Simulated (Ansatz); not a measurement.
A relaxation computed with Ansatz, from input to last step.

```yaml
crystal:
  lattice:
    - [-3.1822515859, 3.1822515859, 2.6085223834]
    - [3.1822515859, -3.1822515859, 2.6085223834]
    - [3.1822515859, 3.1822515859, -2.6085223834]
  atoms:
    - { symbol: Ta, position: [0.6642822095, 0.8357177905, 0.5] }
    - { symbol: Ta, position: [0.8357177905, 0.3357177905, 0.171435581] }
    - { symbol: Ta, position: [0.3357177905, 0.1642822095, 0.5] }
    - { symbol: Ta, position: [0.1642822095, 0.6642822095, 0.828564419] }
    - { symbol: Si, position: [0.25, 0.25, 0.0] }
    - { symbol: Si, position: [0.75, 0.75, 0.0] }
basis:
  ecutwfc: 500
kpoints:
  mp_grid: { grid: [10, 10, 10] }
hamiltonian:
  xc: r2scan
scf:
  occupations: { method: gaussian, width: 0.1 }
output:
  forces: true
  stress: true
  eigenvalues: true
relax:
  adjacent_minimum: "off"
  f_tol: 0.01
  max_steps: 30
  cell: { stress_tol: 0.1, fix: [volume] }
```

```bash
ansatz run input.yaml --threads 1 --pin off --max-ram 2560MiB --backend cpu --events-out ev --progress --plain --runs-dir out
```

Method: Ansatz, DFT r2SCAN, scalar-relativistic, plane waves, PAW.

The volume is held at 1.1 times that of the relaxed cell.

Of 4 frames 3 are shown, positions in Å and forces in eV/Å; the SCF threshold varies from step to step. Steps run on the plane waves of an earlier cell, with a Pulay correction in the pressure. The basis is chosen afresh for the last frame, the zero of the energies, and at times for earlier ones too; energy and pressure step there, also at an unchanged geometry. The mark taken_back stands on steps that the optimiser undid.

```xyz
6
Lattice="-3.1823 3.1823 2.6085 3.1823 -3.1823 2.6085 3.1823 3.1823 -2.6085" Properties=species:S:1:pos:R:3:forces:R:3 pbc="T T T" step=1 free_energy_over_end_meV_per_atom=0.12 pressure_GPa=-18.00
Ta    2.1367    1.0456    2.6085   -0.0466    0.0466    0.0000
Ta   -1.0456    2.1367    2.6085   -0.0466   -0.0466    0.0000
Ta    1.0456    2.1367    0.0000    0.0466   -0.0466    0.0000
Ta    4.2278    1.0456    0.0000    0.0466    0.0466    0.0000
Si    0.0000    0.0000    1.3043    0.0000    0.0000    0.0000
Si    0.0000    0.0000    3.9128    0.0000    0.0000    0.0000
6
Lattice="-3.1796 3.1796 2.6129 3.1796 -3.1796 2.6129 3.1796 3.1796 -2.6129" Properties=species:S:1:pos:R:3:forces:R:3 pbc="T T T" step=2 free_energy_over_end_meV_per_atom=1.43 pressure_GPa=-17.68 taken_back
Ta    2.1192    1.0603    2.6129    0.1717   -0.1717    0.0000
Ta   -1.0603    2.1192    2.6129    0.1717    0.1717    0.0000
Ta    1.0603    2.1192    0.0000   -0.1717    0.1717    0.0000
Ta    4.2399    1.0603    0.0000   -0.1717   -0.1717    0.0000
Si    0.0000    0.0000    1.3065    0.0000    0.0000    0.0000
Si    0.0000    0.0000    3.9194    0.0000    0.0000    0.0000
6
Lattice="-3.1810 3.1810 2.6107 3.1810 -3.1810 2.6107 3.1810 3.1810 -2.6107" Properties=species:S:1:pos:R:3:forces:R:3 pbc="T T T" step=4 free_energy_over_end_meV_per_atom=0.00 pressure_GPa=-17.94
Ta    2.1325    1.0485    2.6107    0.0006   -0.0006    0.0000
Ta   -1.0485    2.1325    2.6107    0.0006    0.0006    0.0000
Ta    1.0485    2.1325    0.0000   -0.0006    0.0006    0.0000
Ta    4.2295    1.0485    0.0000   -0.0006   -0.0006    0.0000
Si    0.0000    0.0000    1.3053    0.0000    0.0000    0.0000
Si    0.0000    0.0000    3.9160    0.0000    0.0000    0.0000
```

It took 87 s on 1 thread of Intel(R) Xeon(R) 6975P-C (Granite Rapids), with other jobs on the host, peak memory 0.93 GiB.

Spin–orbit coupling is left out, which can shift energies with elements as heavy as these.